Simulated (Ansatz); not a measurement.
## Co: from a trial structure to a relaxed crystal

The calculation used DFT PBE, scalar-relativistic, plane waves, PAW in Ansatz 0.2.0. Cutoff 420 eV, Γ-centred k mesh, Gaussian smearing, collinear spin, first started from parallel moments.

Co was placed on the sites of a reported N cell (P2_13, No. 198), at a guessed volume.

```
CELL_PARAMETERS angstrom
3.69351 0.00000 0.00000
0.00000 3.69351 0.00000
0.00000 0.00000 3.69351
ATOMIC_POSITIONS crystal
Co 0.03000 0.03000 0.03000
Co 0.47000 0.97000 0.53000
Co 0.53000 0.47000 0.97000
Co 0.97000 0.53000 0.47000
```

Steps on the 6×6×6 mesh (4 atoms). 4 of 5 steps are shown, and the free energy counts from the last. Trial steps that were taken back and renewals of the plane-wave basis can be among the rows.

```tsv
step	ΔF (meV/atom)	V (Å³/atom)	P (GPa)	largest force component (eV/Å)
1	191.0	12.60	-17.18	0.394
2	41.3	11.32	-4.51	0.374
3	-1.4	10.99	-0.51	0.006
5	0.0	10.96	0.10	0.000
```

A final relaxation ran on a 26×26×26 mesh. The relaxed crystal, Fm-3m (No. 225):

```cif
data_structure
_symmetry_space_group_name_H-M 'Fm-3m'
_symmetry_Int_Tables_number 225
_cell_length_a 3.5221
_cell_length_b 3.5221
_cell_length_c 3.5221
_cell_angle_alpha 90.000
_cell_angle_beta 90.000
_cell_angle_gamma 90.000
_cell_volume 43.69
loop_
_atom_site_label
_atom_site_type_symbol
_atom_site_symmetry_multiplicity
_atom_site_Wyckoff_symbol
_atom_site_fract_x
_atom_site_fract_y
_atom_site_fract_z
_atom_site_occupancy
Co1 Co 4 a 0.00000 0.00000 0.00000 1
```

```yaml
Volume_per_atom: 10.92 Å³
Density: 8.96 g/cm³
Energy_over_the_standard_structure: 0.02 eV/atom
Gap_on_the_26×26×26_mesh: 0 eV (a metal)
Net_moment_per_atom: 1.66 μB
Largest_site_moment: 1.73 μB
```

Energies count from the standard state of Co at the same level.

The final run used a 26×26×26 mesh on its 1-atom cell and 0.10 eV smearing. The k mesh leaves about 4 meV/atom of noise in metals.

A structure relaxed within its symmetry needn't be a true minimum.